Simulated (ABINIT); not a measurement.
# ZrC (Fm-3m) in ABINIT: equation of state

How stiff is ZrC in PBEsol, and what volume does it want? The cell is scaled to several volumes.

Program: ABINIT 10.8.3 (patched build). These are calculated values, not measurements. Logs are shortened: lines on timing, memory, paths and dates and some standing lists are left out, and cuts for length are marked. The log counts tension as positive stress, the text compression.

### 1 The crystal as given

It takes space group Fm-3m (No. 225, cubic). Conventional cell: a = 4.730 Å, b = 4.730 Å, c = 4.730 Å, α = 90.00°, β = 90.00°, γ = 90.00°. Around Zr (site symmetry m-3m) lie 6 C at 2.37 Å. C (site symmetry m-3m) has 6 Zr at 2.37 Å as nearest neighbours.

### 2 Equation of state, PBEsol

Contents of run.abi:

```
# Datasets: one volume each
ndtset 7
getwfk -1
scalecart1 3*0.9795861087
scalecart2 3*0.9864848297
scalecart3 3*0.9932883884
scalecart4 3*1.0000000000
scalecart5 3*1.0066227096
scalecart6 3*1.0131594038
scalecart7 3*1.0196128224

# Pseudopotentials
pp_dirpath "./"
pseudos "Zr.upf, C.upf"

# Structure
acell 6.3204064841 6.3204064841 6.3204064841
rprim
     0.0000000000     0.7071067812     0.7071067812
     0.7071067812     0.0000000000     0.7071067812
     0.7071067812     0.7071067812     0.0000000000
ntypat 2
znucl 40 6
natom 2
typat 1 2
xred
     0.5000000000     0.5000000000     0.5000000000
     0.0000000000     0.0000000000     0.0000000000

# Plane-wave basis
ecut 41.0

# k points
kptopt 1
ngkpt 10 10 10
nshiftk 1
shiftk 0.0 0.0 0.0

# Exchange and correlation
ixc -116133

# Bands and occupations
nband 12
occopt 3
tsmear 0.05 eV

# SCF cycle
nstep 100
tolvrs 1.0e-10

# Output
iomode 3
prtwf 1
prtden 0
prteig 0
prtebands 0
enunit 1
```

Potentials or basis: PseudoDojo NC SR PBEsol v0.4.1 standard.

Run with:

```
$ abinit run.abi > log 2>&1
```

run.abo:

```text
.Version 10.8.3 of ABINIT
 DATASET    1 : space group Fm -3 m (#225); Bravais cF (face-center cubic)
================================================================================
 Values of the parameters that define the memory need for DATASET  1.
     intxc =       0    ionmov =       0      iscf =       7    lmnmax =       6
     lnmax =       6     mgfft =      36  mpssoang =       3    mqgrid =    3001
     natom =       2  nloc_mem =       1    nspden =       1   nspinor =       1
    nsppol =       1      nsym =      48    n1xccc =    2501    ntypat =       2
    occopt =       3   xclevel =       2
       mpw =        2134          nfft =       46656          nkpt =          47
================================================================================
================================================================================
[... 61 lines left out ...]
 DATASET    7 : space group Fm -3 m (#225); Bravais cF (face-center cubic)
================================================================================
 Values of the parameters that define the memory need for DATASET  7.
     intxc =       0    ionmov =       0      iscf =       7    lmnmax =       6
     lnmax =       6     mgfft =      40  mpssoang =       3    mqgrid =    3001
     natom =       2  nloc_mem =       1    nspden =       1   nspinor =       1
    nsppol =       1      nsym =      48    n1xccc =    2501    ntypat =       2
    occopt =       3   xclevel =       2
       mpw =        2397          nfft =       64000          nkpt =          47
================================================================================
================================================================================

--------------------------------------------------------------------------------
------------- Echo of variables that govern the present computation ------------
--------------------------------------------------------------------------------
 -outvars: echo values of preprocessed input variables --------
            acell      6.3204064841E+00  6.3204064841E+00  6.3204064841E+00 Bohr
              amu      9.12240000E+01  1.20110000E+01
             ecut      4.10000000E+01 Hartree
           enunit           1
           getwfk          -1
              ixc     -116133
           jdtset        1    2    3    4    5    6    7
         kptrlatt       10    0    0      0   10    0      0    0   10
          kptrlen1     6.19138239E+01
          kptrlen2     6.23498511E+01
          kptrlen3     6.27798637E+01
          kptrlen4     6.32040648E+01
          kptrlen5     6.36226470E+01
          kptrlen6     6.40357927E+01
          kptrlen7     6.44436749E+01
            natom           2
            nband          12
           ndtset           7
            ngfft1         36      36      36
            ngfft2         36      36      36
            ngfft3         40      40      40
            ngfft4         40      40      40
            ngfft5         40      40      40
            ngfft6         40      40      40
            ngfft7         40      40      40
             nkpt          47
            nstep         100
             nsym          48
           ntypat           2
           occopt           3
           prtden           0
        prtebands           0
           prteig           0
            rprim1     0.0000000000E+00  6.9267198023E-01  6.9267198023E-01
                       6.9267198023E-01  0.0000000000E+00  6.9267198023E-01
                       6.9267198023E-01  6.9267198023E-01  0.0000000000E+00
            rprim2     0.0000000000E+00  6.9755011263E-01  6.9755011263E-01
                       6.9755011263E-01  0.0000000000E+00  6.9755011263E-01
                       6.9755011263E-01  6.9755011263E-01  0.0000000000E+00
            rprim3     0.0000000000E+00  7.0236095512E-01  7.0236095512E-01
                       7.0236095512E-01  0.0000000000E+00  7.0236095512E-01
                       7.0236095512E-01  7.0236095512E-01  0.0000000000E+00
            rprim4     0.0000000000E+00  7.0710678120E-01  7.0710678120E-01
                       7.0710678120E-01  0.0000000000E+00  7.0710678120E-01
                       7.0710678120E-01  7.0710678120E-01  0.0000000000E+00
            rprim5     0.0000000000E+00  7.1178974407E-01  7.1178974407E-01
                       7.1178974407E-01  0.0000000000E+00  7.1178974407E-01
                       7.1178974407E-01  7.1178974407E-01  0.0000000000E+00
            rprim6     0.0000000000E+00  7.1641188486E-01  7.1641188486E-01
                       7.1641188486E-01  0.0000000000E+00  7.1641188486E-01
                       7.1641188486E-01  7.1641188486E-01  0.0000000000E+00
            rprim7     0.0000000000E+00  7.2097514092E-01  7.2097514092E-01
                       7.2097514092E-01  0.0000000000E+00  7.2097514092E-01
                       7.2097514092E-01  7.2097514092E-01  0.0000000000E+00
          spgroup         225
           tolvrs      1.00000000E-10
           tsmear      1.83746611E-03 Hartree
            typat      1  2
           xangst1     2.3167211456E+00  2.3167211456E+00  2.3167211456E+00
                       0.0000000000E+00  0.0000000000E+00  0.0000000000E+00
           xangst2     2.3330366207E+00  2.3330366207E+00  2.3330366207E+00
                       0.0000000000E+00  0.0000000000E+00  0.0000000000E+00
           xangst3     2.3491270370E+00  2.3491270370E+00  2.3491270370E+00
                       0.0000000000E+00  0.0000000000E+00  0.0000000000E+00
           xangst4     2.3649999985E+00  2.3649999985E+00  2.3649999985E+00
                       0.0000000000E+00  0.0000000000E+00  0.0000000000E+00
           xangst5     2.3806627066E+00  2.3806627066E+00  2.3806627066E+00
                       0.0000000000E+00  0.0000000000E+00  0.0000000000E+00
           xangst6     2.3961219884E+00  2.3961219884E+00  2.3961219884E+00
                       0.0000000000E+00  0.0000000000E+00  0.0000000000E+00
           xangst7     2.4113843234E+00  2.4113843234E+00  2.4113843234E+00
                       0.0000000000E+00  0.0000000000E+00  0.0000000000E+00
            xcart1     4.3779684752E+00  4.3779684752E+00  4.3779684752E+00
                       0.0000000000E+00  0.0000000000E+00  0.0000000000E+00
            xcart2     4.4088002549E+00  4.4088002549E+00  4.4088002549E+00
                       0.0000000000E+00  0.0000000000E+00  0.0000000000E+00
            xcart3     4.4392067349E+00  4.4392067349E+00  4.4392067349E+00
                       0.0000000000E+00  0.0000000000E+00  0.0000000000E+00
            xcart4     4.4692022848E+00  4.4692022848E+00  4.4692022848E+00
                       0.0000000000E+00  0.0000000000E+00  0.0000000000E+00
            xcart5     4.4988005137E+00  4.4988005137E+00  4.4988005137E+00
                       0.0000000000E+00  0.0000000000E+00  0.0000000000E+00
            xcart6     4.5280143224E+00  4.5280143224E+00  4.5280143224E+00
                       0.0000000000E+00  0.0000000000E+00  0.0000000000E+00
            xcart7     4.5568559555E+00  4.5568559555E+00  4.5568559555E+00
                       0.0000000000E+00  0.0000000000E+00  0.0000000000E+00
             xred      5.0000000000E-01  5.0000000000E-01  5.0000000000E-01
                       0.0000000000E+00  0.0000000000E+00  0.0000000000E+00
            znucl       40.00000    6.00000

================================================================================

 chkinp: Checking input parameters for consistency, jdtset=   1.

 chkinp: Checking input parameters for consistency, jdtset=   2.
[... 29 lines left out ...]
 getcut: wavevector=  0.0000  0.0000  0.0000  ngfft=  36  36  36
         ecut(hartree)=     41.000   => boxcut(ratio)=   2.01724

--- Pseudopotential description ------------------------------------------------
- pspini: atom type   1  psp file is ./Zr.upf
12 -116133 2 -1 1604                          pspcod,pspxc,lmax,lloc,mmax
     nproj     2     2     2

- pspini: atom type   2  psp file is ./C.upf
12 -116133 1 -1 1248                          pspcod,pspxc,lmax,lloc,mmax
     nproj     2     2     0

   3.71785570E+02                                ecore*ucvol(ha*bohr**3)
--------------------------------------------------------------------------------

================================================================================

--- !BeginCycle
iteration_state: {dtset: 1, }
solver: {iscf: 7, nstep: 100, nline: 4, wfoptalg: 0, }
tolerances: {tolvrs: 1.00E-10, }
...
[... 280 lines left out ...]
 getcut: wavevector=  0.0000  0.0000  0.0000  ngfft=  40  40  40
         ecut(hartree)=     41.000   => boxcut(ratio)=   2.21046

 getcut : COMMENT -
  Note that boxcut > 2.2 ; recall that boxcut=Gcut(box)/Gcut(sphere) = 2
  is sufficient for exact treatment of convolution.
  Such a large boxcut is a waste : you could raise ecut
  e.g. ecut=   50.082846 Hartrees makes boxcut=2

--------------------------------------------------------------------------------

-inwffil : will read wavefunctions from disk file runo_DS2_WFK.nc

================================================================================
[... 693 lines left out ...]
-Cartesian components of stress tensor (GPa)         [Pressure= -1.8663E+01 GPa]
- sigma(1 1)=  1.86626389E+01  sigma(3 2)=  0.00000000E+00
- sigma(2 2)=  1.86626389E+01  sigma(3 1)=  0.00000000E+00
- sigma(3 3)=  1.86626389E+01  sigma(2 1)=  0.00000000E+00

== END DATASET(S) ==============================================================
================================================================================

 -outvars: echo values of variables after computation  --------
            acell      6.3204064841E+00  6.3204064841E+00  6.3204064841E+00 Bohr
           etotal1    -5.6669855059E+01
           etotal2    -5.6670255639E+01
           etotal3    -5.6670053010E+01
           etotal4    -5.6669306586E+01
           etotal5    -5.6668071129E+01
           etotal6    -5.6666394508E+01
           etotal7    -5.6664321345E+01
            fcart1    -0.0000000000E+00 -0.0000000000E+00 -0.0000000000E+00
                      -0.0000000000E+00 -0.0000000000E+00 -0.0000000000E+00
            fcart2    -0.0000000000E+00 -0.0000000000E+00 -0.0000000000E+00
                      -0.0000000000E+00 -0.0000000000E+00 -0.0000000000E+00
            fcart3    -0.0000000000E+00 -0.0000000000E+00 -0.0000000000E+00
                      -0.0000000000E+00 -0.0000000000E+00 -0.0000000000E+00
            fcart4    -0.0000000000E+00 -0.0000000000E+00 -0.0000000000E+00
                      -0.0000000000E+00 -0.0000000000E+00 -0.0000000000E+00
            fcart5    -0.0000000000E+00 -0.0000000000E+00 -0.0000000000E+00
                      -0.0000000000E+00 -0.0000000000E+00 -0.0000000000E+00
[... 38 lines left out ...]
                       0.0000000000E+00  0.0000000000E+00  0.0000000000E+00
           xangst1     2.3167211456E+00  2.3167211456E+00  2.3167211456E+00
                       0.0000000000E+00  0.0000000000E+00  0.0000000000E+00
           xangst2     2.3330366207E+00  2.3330366207E+00  2.3330366207E+00
                       0.0000000000E+00  0.0000000000E+00  0.0000000000E+00
           xangst3     2.3491270370E+00  2.3491270370E+00  2.3491270370E+00
                       0.0000000000E+00  0.0000000000E+00  0.0000000000E+00
           xangst4     2.3649999985E+00  2.3649999985E+00  2.3649999985E+00
                       0.0000000000E+00  0.0000000000E+00  0.0000000000E+00
           xangst5     2.3806627066E+00  2.3806627066E+00  2.3806627066E+00
                       0.0000000000E+00  0.0000000000E+00  0.0000000000E+00
           xangst6     2.3961219884E+00  2.3961219884E+00  2.3961219884E+00
                       0.0000000000E+00  0.0000000000E+00  0.0000000000E+00
           xangst7     2.4113843234E+00  2.4113843234E+00  2.4113843234E+00
                       0.0000000000E+00  0.0000000000E+00  0.0000000000E+00
             xred      5.0000000000E-01  5.0000000000E-01  5.0000000000E-01
                       0.0000000000E+00  0.0000000000E+00  0.0000000000E+00
 Calculation completed.
```

Wall time 3.4 min (1 thread of Arm Neoverse V2, shared host); peak memory 0.12 GiB.

What came out:

| Quantity | Value |
| --- | --- |
| Equilibrium volume | 12.74 Å³/atom |
| Bulk modulus | 236 GPa |
| Pressure derivative of the bulk modulus | 4.1 |

Energy against volume, from the lowest point:
```
volume (Å³/atom)  energy (meV/atom)
          12.434               5.45
          12.699               0.00
          12.963               2.76
          13.228              12.91
          13.493              29.72
          13.757              52.53
          14.022              80.74
```

Caveat: pressures at fixed basis lie under the slope of the energies.
